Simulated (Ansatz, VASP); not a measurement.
# Cs in VASP and in Ansatz

```
Cs
1.0
    -3.09058    3.09058    3.09058
     3.09058   -3.09058    3.09058
     3.09058    3.09058   -3.09058
Cs
1
Direct
  0.00000 0.00000 0.00000
```

Alike in both runs: task single point; functional r2SCAN; k mesh 10 × 10 × 10; occupations gaussian, width 0.05 eV; no spin polarisation.

|  | VASP | Ansatz |
| --- | --- | --- |
| version | VASP 6.6.1 | Ansatz 0.2.0 |
| potentials or method | VASP PAW PBE potentials, release 64 (Cs_sv) | scalar-relativistic, plane waves, PAW |
| plane-wave cutoff (eV) | 520 | 500 |
| valence electrons in the cell | 9 | 9 |

```csv
,VASP,Ansatz,Ansatz less VASP
gap on the k mesh at the Fermi level (eV),none,none,-
pressure (GPa),0.1,0.1,0.00
```

A gap of «none» marks a metal or a gap that the smearing closes. The functional is the same, so the differences come from potentials, cutoffs and numerics.

Caveats: the PAW data sets were made with another functional, which shifts forces and pressure a little (VASP). The runs have no spin-orbit coupling, so splittings on Cs are missing.
